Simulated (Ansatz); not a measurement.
## Gd (Fm-3m): couplings from the magnetic force theorem

Geometry: a structure from the Materials Project, repeated to hold the magnetic orders; nothing is relaxed.

Settings: PBE, 5×5×5 k mesh, Fermi–Dirac smearing of 0.1 eV. PAW means Ansatz 0.2.0 on its default frozen-core files. Site moments are integrated in spheres about the atoms.

The run was typed so:

```yaml
crystal:
  lattice:
    - [5.171638171, 0.0, 0.0]
    - [0.0, 5.171638171, 0.0]
    - [0.0, 0.0, 5.171638171]
  atoms:
    - { symbol: Gd, position: [0.0, 0.0, 0.0], spin: 7.2 }
    - { symbol: Gd, position: [0.5, 0.5, 0.0], spin: 7.2 }
    - { symbol: Gd, position: [0.5, 0.0, 0.5], spin: -7.2 }
    - { symbol: Gd, position: [0.0, 0.5, 0.5], spin: -7.2 }
magnetization:
  spin_polarized: true
kpoints:
  mp_grid: { grid: [5, 5, 5] }
scf:
  occupations: { method: fermi_dirac, width: 0.1 }
  lower_state_search: "off"
hamiltonian:
  xc: pbe
  pseudopotentials: { kind: paw }
output:
  eigenvalues: false
  eigenstates:
    nscf_kmesh: { grid: [5, 5, 5] }
    top_band: c89
    exchange_couplings: { magnetic: [{ species: Gd }] }
  write_density: true
  write_potential: true
  elf: true
  volumetric_format: npy
```

Command: `ansatz run input.yaml --threads 2 --pin off --max-ram 6144MiB --backend cpu --events-out ev --progress --plain --runs-dir out`

Site moments (μB): Gd1 7.18, Gd2 7.18, Gd3 -7.18, Gd4 -7.18. Cell moment 0.00 μB.

Couplings come from the force theorem (directions of the magnetic atoms constrained, all else relaxed) on a 5×5×5 mesh, with E = −Σ J e_i·e_j over ordered pairs of unit vectors, so positive J favours parallel moments.

| pair | count | J PAW (meV) |
| --- | --- | --- |
| Gd1–Gd at 3.66 Å, set 1 | 4 | -1.53 |
| Gd1–Gd at 3.66 Å, set 2 | 8 | -1.26 |
| Gd1–Gd at 5.17 Å, set 1 | 4 | -0.59 |
| Gd1–Gd at 5.17 Å, set 2 | 2 | -0.41 |
| Gd1–Gd at 6.33 Å, set 1 | 8 | -0.31 |
| Gd1–Gd at 6.33 Å, set 2 | 16 | -0.20 |
| Gd1–Gd at 7.31 Å, set 1 | 4 | -0.12 |
| Gd1–Gd at 7.31 Å, set 2 | 8 | -0.26 |

Pairs at one distance with different couplings are listed as sets.

The program reports that this state isn't the lowest of its own couplings. The gain of the softest rotation is smaller than what its band sum leaves out of a whole turn, though, so more bands could change its sign.

The couplings come from one mesh, and their convergence in k wasn't tested.

Without U a semilocal functional puts the f levels too near the Fermi level, which can change moments and the order of magnetic states; site and cell moments are spin moments. The Ansatz runs typed with the search for lower states off end where their start leads. Spin–orbit coupling is left out although heavy atoms are present. With open f shells a run can end in a state that isn't the lowest. None of this fixes the real material's magnetic order: only patterns that fit the cell were computed, at zero temperature, with a functional that can overstate moments.
